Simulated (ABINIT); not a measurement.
The system is CdSe.

```xyz
2
Lattice="0.0000 3.0703 3.0703 3.0703 0.0000 3.0703 3.0703 3.0703 0.0000" Properties=species:S:1:pos:R:3 pbc="T T T"
Cd    0.0000    0.0000    0.0000
Se    1.5351    1.5351    1.5351
```

Measurements of this composition are mostly on another form, of space group No. 186.

Base run:

* Program: ABINIT 10.8.3 (patched build)
* Functional: r2SCAN
* Potentials or basis: Ansatz NC r2SCAN
* Cutoff: 1578 eV
* k mesh: 5 × 5 × 5
* Occupations: fermi-dirac, width 0.05 eV
* Spin: no spin polarisation

Its results: band gap on the k mesh 1.03 eV, direct; pressure -0.2 GPa.

Task: The run is repeated on the same cell with these changes: potentials or basis from Ansatz NC r2SCAN to SG15 NC PBE v1.2; cutoff from 1578 eV to 707 eV; valence electrons from 36 to 26. What comes out?

Result: Band gap on the k mesh 0.84 eV, direct; pressure 0.0 GPa.

Caveats: the potentials were made for another functional, which shifts forces and pressure (some runs).
